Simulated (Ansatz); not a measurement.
Crystal: BaTiO3.

```
Ba Ti O
1.0
     2.82767   -4.89766    0.00000
     5.65534    0.00000    0.00000
     2.82767   -1.63255    4.63546
Ba Ti O
2 2 6
Direct
  0.91779 0.96775 0.97384
  0.57743 0.65456 0.34893
  0.85544 0.70465 0.78241
  0.22545 0.19420 0.34593
  0.10784 0.46592 0.94252
  0.52682 0.06235 0.36076
  0.62665 0.39895 0.01957
  0.86137 0.04878 0.56098
  0.50458 0.98890 0.05292
  0.81793 0.53523 0.54825
```

```yaml
Program: Ansatz 0.2.0
Task: relaxation of cell and atoms
Functional: PBEsol
Potentials_or_basis: Ansatz PAW
Cutoff: "420 eV (not typed: the program's choice for these potentials)"
k_mesh: 6 × 6 × 6
Occupations: fermi-dirac, width 0.05 eV
Spin: no spin polarisation
```

At the start: volume 12.84 Å³/atom.

Where does the relaxation end?

It ends after 14 steps and the volume is 12.69 Å³/atom (-1.1 %); space group R3m (No. 160, to 0.05 Å).

The path:
```csv
step,energy change (eV),largest force (eV/Å),volume (Å³)
1,0.0000,19.6691,128.39
2,-10.6032,10.6975,135.03
3,-17.2797,5.7850,138.62
4,-20.8535,3.0577,137.79
5,-22.9798,1.4506,132.63
6,-23.9901,0.5010,126.92
7,-24.0789,0.2328,126.57
8,-24.1157,0.0646,126.95
9,-24.1176,0.0287,127.12
10,-24.1185,0.0021,126.95
11,-24.1184,0.0003,126.98
12,-24.1136,0.0003,126.98
13,-24.1138,0.0003,126.93
14,-24.1136,0.0003,126.93
```

Final structure:
```yaml
crystal:
  lattice:
    - [2.81730, -4.87965, -0.00002]
    - [5.64761, 0.00751, -0.00538]
    - [2.81723, -1.62657, 4.60059]
  atoms:
    - { symbol: Ba, position: [0.00522, 0.99286, 0.99670] }
    - { symbol: Ba, position: [0.50522, 0.49286, 0.49671] }
    - { symbol: Ti, position: [0.76073, 0.72630, 0.75223] }
    - { symbol: Ti, position: [0.26073, 0.22630, 0.25223] }
    - { symbol: O, position: [0.99614, 0.51383, 0.98762] }
    - { symbol: O, position: [0.49614, 0.01383, 0.48761] }
    - { symbol: O, position: [0.50242, 0.51383, 0.98761] }
    - { symbol: O, position: [0.00243, 0.01383, 0.48761] }
    - { symbol: O, position: [0.49614, 0.01383, 0.99389] }
    - { symbol: O, position: [0.99614, 0.51383, 0.49389] }
```

Caveat: the plane-wave basis is chosen anew once the cell has moved, so the energies of steps on either side of that aren't comparable; the pressure holds a Pulay correction of +0.6 GPa for the finite cutoff; the PAW data sets come from PBE, with cores solved anew for the run's functional, which leaves a small shift of forces and pressure.
